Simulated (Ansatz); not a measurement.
This Ansatz input for CsPbCl3 (perovskite structure) was spoiled on purpose:

```yaml
crystal:
  lattice:
    - [5.7356751395, 0.0, 0.0]
    - [0.0, 5.7356751395, 0.0]
    - [0.0, 0.0, 5.7356751395]
  atoms:
    - { symbol: Cs, position: [0.0, 0.0, 0.0] }
    - { symbol: Pb, position: [0.5, 0.5, 0.5] }
    - { symbol: Cl, position: [0.0, 0.5, 0.5] }
    - { symbol: Cl, position: [0.5, 0.5, 0.0] }
    - { symbol: Cl, position: [0.5, 0.0, 0.5] }
basis:
  ecutwfc: 420
  ecutrho_ratio: 4
kpoints:
  mp_grid: { grid: [6, 6, 6] }
hamiltonian:
  xc: pbe
  hubbard: { sites: [{ species: Pb, l: f, u_eff: 30.0 }] }
scf:
  occupations: { method: gaussian, width: 0.05 }
  max_iter: 80
output:
  forces: true
  stress: true
```

Launched as:
```sh
ansatz run input.yaml --threads 4 --pin off --max-ram 7168MiB --backend cpu --events-out ev --progress --plain --runs-dir out
```

Problem. What is wrong with it?

Solution. A U on a shell that isn't there. Against the sound input: hamiltonian.hubbard: {"sites": [{"species": "Pb", "l": "f", "u_eff": 30.0}]} (the cap on iterations is only a precaution).

What the program printed:

```
Error: inconsistent input (hamiltonian.hubbard.sites[].l, hamiltonian.hubbard.sites[].shell): hamiltonian.hubbard: the Pb pseudopotential carries no l=3 pseudo-atomic shell — pick an l its table provides
```

The input was refused before any iteration. Cost: 0.09 s on 4 threads of Arm Neoverse V2, on a shared host, peak memory 0.093 GiB. The run before the change (PBE, 420 eV, 6×6×6 mesh) gave:

```tsv
run	P (GPa)	gap on the mesh (eV)	cell moment (μB)	largest force component (eV/Å)
sound	0.0	2.21	–	0.000
```

The start was a prototype's sites filled with these elements; the Crystallography Open Database holds the compound in this structure. The ideal cubic cell shuts out tilts of the octahedra, which such structures often take.

Of that run: Semilocal functionals underestimate band gaps, commonly by a third or more.
